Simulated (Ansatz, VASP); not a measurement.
**BeTe: VASP beside Ansatz**

INCAR

```
PREC = Accurate ; ENCUT = 600
EDIFF = 1E-6 ; ISMEAR = 0
SIGMA = 0.1 ; LREAL = F
LASPH = T ; NELM = 100
ALGO = Normal ; ISIF = 3
LWAVE = F ; LCHARG = F
GGA = PE ; IBRION = 2
NSW = 90 ; EDIFFG = -0.04
```

Contents of KPOINTS:

```
regular mesh
0
Gamma
  6 6 6
```

File POSCAR:

```
BeTe
1.0
   -1.6250592300      2.2494250700      3.1303702000
    1.6250592300     -2.2494250700      3.1303702000
    1.6250592300      2.2494250700     -3.1303702000
Be Te
1 1
Direct
    0.5000000000      0.5000000000      0.0000000000
    0.0000000000      0.0000000000      0.0000000000
```

Input for Ansatz:

```yaml
crystal:
  lattice:
    - [-1.62505923, 2.24942507, 3.1303702]
    - [1.62505923, -2.24942507, 3.1303702]
    - [1.62505923, 2.24942507, -3.1303702]
  atoms:
    - { symbol: Be, position: [0.5, 0.5, 0.0] }
    - { symbol: Te, position: [0.0, 0.0, 0.0] }
basis:
  ecutwfc: 420
kpoints:
  mp_grid: { grid: [6, 6, 6] }
hamiltonian:
  xc: pbe
scf:
  occupations: { method: gaussian, width: 0.1 }
  lower_state_search: "off"
output:
  forces: true
  stress: true
  eigenvalues: true
relax:
  adjacent_minimum: "off"
  f_tol: 0.04
  max_steps: 70
  cell: { stress_tol: 0.4 }
```

Alike in both runs: task relaxation of cell and atoms; functional PBE; k mesh 6 × 6 × 6; occupations gaussian, width 0.1 eV; no spin polarisation.

|  | VASP | Ansatz |
| --- | --- | --- |
| version | VASP 6.6.1 | Ansatz 0.2.0 |
| potentials or method | VASP PAW PBE potentials, release 64 (Be, Te) | scalar-relativistic, plane waves, PAW |
| plane-wave cutoff (eV) | 600 | 420 |
| valence electrons in the cell | 8 | 18 |

Ansatz gave:

* gap on the k mesh at the Fermi level, each at its own relaxed structure (eV): none
* relaxed volume (Å³/atom): 19.22
* relaxed cell length with the largest relative difference (Å): 3.793
* energy change over the relaxation (meV/atom): -336

**Question.** What did VASP give for the same quantities?

**Answer.** gap on the k mesh at the Fermi level, each at its own relaxed structure (eV): none; relaxed volume (Å³/atom): 19.25; relaxed cell length with the largest relative difference (Å): 3.784; energy change over the relaxation (meV/atom): -334.

A gap of «none» marks a metal or a gap that the smearing closes. The two sets of potentials don't hold the same shells in valence.

Caveats: the k mesh is coarse (spacing up to 0.40 Å⁻¹), so the values aren't converged; the volume moved by over 15 % at a fixed basis, so the end points are rough (VASP). The runs have no spin-orbit coupling, so splittings on Te are missing.
